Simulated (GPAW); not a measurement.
A calculation with GPAW 26.7.0 of Si2Ni (ASE script, structure typed inline):

Contents of run.py:

```python
from ase import Atoms
from ase.dft.bandgap import bandgap
from ase.io import write
from ase.units import GPa
from gpaw import GPAW, PW

atoms = Atoms(['Ni', 'Si', 'Si'],
              cell=[[0.0, 2.703, 2.703],
                    [2.703, 0.0, 2.703],
                    [2.703, 2.703, 0.0]],
              scaled_positions=[[0.0, 0.0, 0.0],
                                [0.75, 0.75, 0.75],
                                [0.25, 0.25, 0.25]],
              pbc=True)
atoms.set_initial_magnetic_moments([2.0, 0.0, 0.0])

calc = GPAW(mode=PW(450),
            xc='LDA',
            kpts={'size': (7, 7, 7), 'gamma': True},
            occupations={'name': 'fermi-dirac', 'width': 0.05},
            nbands=24,
            maxiter=120,
            txt='gpaw.txt')
atoms.calc = calc
energy = atoms.get_potential_energy()
forces = atoms.get_forces()
stress = atoms.get_stress()
calc.write('gs.gpw')
write('result.traj', atoms)
print(f'Energy: {energy:.6f} eV')
print('Forces (eV/A):')
print(forces.round(4))
print('Stress (GPa):', (stress / GPa).round(3))
print('Moments:', calc.get_magnetic_moments().round(3))
print('Fermi level:', round(calc.get_fermi_level(), 4), 'eV')
print(f'Gap: {bandgap(calc)[0]:.4f} eV, direct: {bandgap(calc, direct=True)[0]:.4f} eV')
```

Potentials or basis: the program's PAW data sets (release 1.2.1) made for this functional, pw.

Run with:

```bash
$ OMP_NUM_THREADS=1 python run.py
```

Write the same calculation in another form: ASE script, Cartesian positions.

As run:

Contents of run.py:

```python
from ase.dft.bandgap import bandgap
from ase.io import read, write
from ase.units import GPa
from gpaw import GPAW, PW

atoms = read('Si2Ni.xyz')
atoms.set_initial_magnetic_moments([2.0, 0.0, 0.0])

calc = GPAW(mode=PW(450),
            xc='LDA',
            kpts={'size': (7, 7, 7), 'gamma': True},
            occupations={'name': 'fermi-dirac', 'width': 0.05},
            nbands=24,
            maxiter=120,
            txt='gpaw.txt')
atoms.calc = calc
energy = atoms.get_potential_energy()
forces = atoms.get_forces()
stress = atoms.get_stress()
calc.write('gs.gpw')
write('result.traj', atoms)
print(f'Energy: {energy:.6f} eV')
print('Forces (eV/A):')
print(forces.round(4))
print('Stress (GPa):', (stress / GPa).round(3))
print('Moments:', calc.get_magnetic_moments().round(3))
print('Fermi level:', round(calc.get_fermi_level(), 4), 'eV')
print(f'Gap: {bandgap(calc)[0]:.4f} eV, direct: {bandgap(calc, direct=True)[0]:.4f} eV')
```

Si2Ni.xyz

```xyz
3
Lattice="0.0000000000 2.7030000000 2.7030000000 2.7030000000 0.0000000000 2.7030000000 2.7030000000 2.7030000000 0.0000000000" Properties=species:S:1:pos:R:3 pbc="T T T"
Ni     0.0000000000      0.0000000000      0.0000000000
Si     4.0545000000      4.0545000000      4.0545000000
Si     1.3515000000      1.3515000000      1.3515000000
```

Potentials or basis: the program's PAW data sets (release 1.2.1) made for this functional, pw.

Command:

```console
$ OMP_NUM_THREADS=1 python run.py
```

Both were run:

|  | ASE script, structure typed inline | ASE script, Cartesian positions |
| --- | --- | --- |
| Pressure | -4.6 GPa | -4.6 GPa |
| Band gap on the k mesh | none (metal or under the smearing width) | none (metal or under the smearing width) |
| Net moment | 0.00 μB per cell | 0.00 μB per cell |

Keys that steer only the numerical path or the files written may differ.

Caveat: the cutoff is short for stress and forces, so pressures can be off by a GPa or more; the starting moments collapsed, and a magnetic state may lie lower; the stock nickel data set gives pressures a few GPa off other programs.
